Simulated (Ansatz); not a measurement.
Wanted: the native input for an Ansatz 0.2.0 run.

| Property | Result |
| --- | --- |
| Task | band structure |
| Functional | PBEsol |
| Potentials or basis | all-electron LAPW, relativistic spinors |
| Cutoff | 245 eV (chosen from the basis error) |
| Basis error allowed | 0.001 eV/atom |
| k mesh | 6 × 6 × 6 |
| Occupations | fermi-dirac, width 0.05 eV |
| Spin | spin-orbit coupling, no magnetisation |

The system is InP.

```
In P
1.0
     0.00000    2.93050    2.93050
     2.93050    0.00000    2.93050
     2.93050    2.93050    0.00000
In P
1 1
Direct
  0.00000 0.00000 0.00000
  0.75000 0.75000 0.75000
```

These files were run (other wordings do the same):

input.yaml

```yaml
crystal:
  lattice:
    - [0.0, 2.9305, 2.9305]
    - [2.9305, 0.0, 2.9305]
    - [2.9305, 2.9305, 0.0]
  atoms:
    - { symbol: In, position: [0.0, 0.0, 0.0] }
    - { symbol: P, position: [0.75, 0.75, 0.75] }
kpoints:
  mp_grid: { grid: [6, 6, 6] }
  band_path:
    path:
      - [0.0, 0.0, 0.0]
      - [0.5, 0.0, 0.5]
      - [0.5, 0.25, 0.75]
      - [0.375, 0.375, 0.75]
      - [0.0, 0.0, 0.0]
      - [0.5, 0.5, 0.5]
      - [0.625, 0.25, 0.625]
      - [0.5, 0.25, 0.75]
    npoints: 12
scf:
  occupations: { method: fermi_dirac, width: 0.05 }
hamiltonian:
  xc: pbesol
  pseudopotentials: { kind: all_electron, lapw: { basis_error: 0.001 } }
magnetization:
  noncollinear: true
  spin_orbit: true
output:
  forces: true
  stress: true
  eigenvalues: true
```

Potentials or basis: all-electron LAPW, relativistic spinors.

Command:

```sh
$ ansatz run input.yaml --threads 1 --pin off --max-ram 3072MiB --backend cpu --events-out ev --progress --plain --runs-dir out
```

It gave:

- Pressure: 0.5 GPa
- Band gap on the k mesh: 0.58 eV, direct
- Band gap along the path: 0.58 eV, direct

Wall time 110 s on 1 thread of Intel(R) Xeon(R) Processor @ 2.50GHz (Skylake/Cascade Lake) (shared host), peak memory 0.41 GiB.
